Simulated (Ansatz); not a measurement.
# ZnS — quadrupolar parameters

The cell is a computed structure from the Materials Project (it need not be an observed phase), atoms as given.

```
CELL_PARAMETERS angstrom
3.80773 0.00000 0.00000
-1.90387 3.29759 0.00000
0.00000 0.00000 43.59854
ATOMIC_POSITIONS crystal
Zn 0.00000 0.00000 0.14306
Zn 0.33333 0.66667 0.64287
Zn 0.33333 0.66667 0.21433
Zn 0.66667 0.33333 0.07154
Zn 0.00000 0.00000 0.85710
Zn 0.00000 0.00000 0.57161
Zn 0.33333 0.66667 0.78575
Zn 0.33333 0.66667 0.35717
Zn 0.33333 0.66667 0.00002
Zn 0.00000 0.00000 0.42847
Zn 0.66667 0.33333 0.92850
Zn 0.66667 0.33333 0.28569
Zn 0.66667 0.33333 0.49993
Zn 0.66667 0.33333 0.71425
S 0.00000 0.00000 0.19654
S 0.66667 0.33333 0.33929
S 0.00000 0.00000 0.91062
S 0.33333 0.66667 0.83925
S 0.33333 0.66667 0.41064
S 0.66667 0.33333 0.55360
S 0.33333 0.66667 0.26779
S 0.66667 0.33333 0.76785
S 0.66667 0.33333 0.98202
S 0.33333 0.66667 0.69634
S 0.33333 0.66667 0.05364
S 0.00000 0.00000 0.48195
S 0.00000 0.00000 0.62508
S 0.66667 0.33333 0.12510
```

Atom numbers follow the list; atoms alike are taken as one site, whose name carries the number of the first.

All values are calculated (Ansatz; DFT, r2SCAN, plane waves and PAW, scalar-relativistic, 500 eV cutoff, Γ-centred 8×8×1 k-points, Fermi–Dirac smearing 0.02 eV), not measured.

Conventions: |V_zz| ≥ |V_yy| ≥ |V_xx|, η = (V_xx − V_yy)/V_zz, C_Q = eQV_zz/h. Directions are in the Cartesian axes of the cell vectors above, for the atom listed; none is given where the gradient is under 0.02 or η is above 0.95.

Task: Which values are expected at the nuclei?

Result: 

| site | first atom | first shell | V_zz (10²¹ V/m²) | η | direction of V_zz (x, y, z) |
| --- | --- | --- | --- | --- | --- |
| Zn1 | 1 | 4 S at 2.33 Å | -0.030 | 0.00 | 0.00 0.00 1.00 |
| Zn2 | 2 | 4 S at 2.33 Å | 0.024 | 0.00 | 0.00 0.00 1.00 |
| Zn4 | 4 | 4 S at 2.33–2.34 Å | 0.096 | 0.00 | 0.00 0.00 1.00 |
| Zn5 | 5 | 4 S at 2.33 Å | 0.030 | 0.00 | 0.00 0.00 1.00 |
| Zn6 | 6 | 4 S at 2.33 Å | <0.005 | – | – |
| Zn7 | 7 | 4 S at 2.33 Å | 0.047 | 0.00 | 0.00 0.00 1.00 |
| Zn8 | 8 | 4 S at 2.33 Å | 0.039 | 0.00 | 0.00 0.00 1.00 |
| Zn9 | 9 | 4 S at 2.33–2.34 Å | -0.061 | 0.00 | 0.00 0.00 1.00 |
| Zn10 | 10 | 4 S at 2.33 Å | 0.032 | 0.00 | 0.00 0.00 1.00 |
| Zn11 | 11 | 4 S at 2.33 Å | 0.042 | 0.00 | 0.00 0.00 1.00 |
| Zn12 | 12 | 4 S at 2.33–2.34 Å | -0.052 | 0.00 | 0.00 0.00 1.00 |
| Zn13 | 13 | 4 S at 2.33–2.34 Å | -0.012 | 0.00 | – |
| S15 | 15 | 4 Zn at 2.33 Å | <0.005 | – | – |
| S16 | 16 | 4 Zn at 2.33–2.34 Å | 0.21 | 0.00 | 0.00 0.00 1.00 |
| S17 | 17 | 4 Zn at 2.33 Å | 0.041 | 0.00 | 0.00 0.00 1.00 |
| S18 | 18 | 4 Zn at 2.33 Å | 0.034 | 0.00 | 0.00 0.00 1.00 |
| S19 | 19 | 4 Zn at 2.33 Å | 0.017 | 0.00 | – |
| S20 | 20 | 4 Zn at 2.33–2.34 Å | 0.29 | 0.00 | 0.00 0.00 1.00 |
| S21 | 21 | 4 Zn at 2.33 Å | 0.053 | 0.00 | 0.00 0.00 1.00 |
| S22 | 22 | 4 Zn at 2.33–2.34 Å | 0.22 | 0.00 | 0.00 0.00 1.00 |
| S23 | 23 | 4 Zn at 2.33 Å | 0.12 | 0.00 | 0.00 0.00 1.00 |
| S24 | 24 | 4 Zn at 2.33 Å | 0.061 | 0.00 | 0.00 0.00 1.00 |
| S25 | 25 | 4 Zn at 2.33–2.34 Å | 0.24 | 0.00 | 0.00 0.00 1.00 |
| S26 | 26 | 4 Zn at 2.33 Å | 0.098 | 0.00 | 0.00 0.00 1.00 |
| S28 | 28 | 4 Zn at 2.33–2.34 Å | 0.094 | 0.00 | 0.00 0.00 1.00 |

An axis of threefold or higher order runs through Zn1, Zn2, Zn4, Zn5, Zn7 and Zn8 and others, so V_zz lies along it and η is zero.

With these PAW files V_zz is typically within 2 to 3 % of all-electron values, but misses above 10 % occur on Zn.
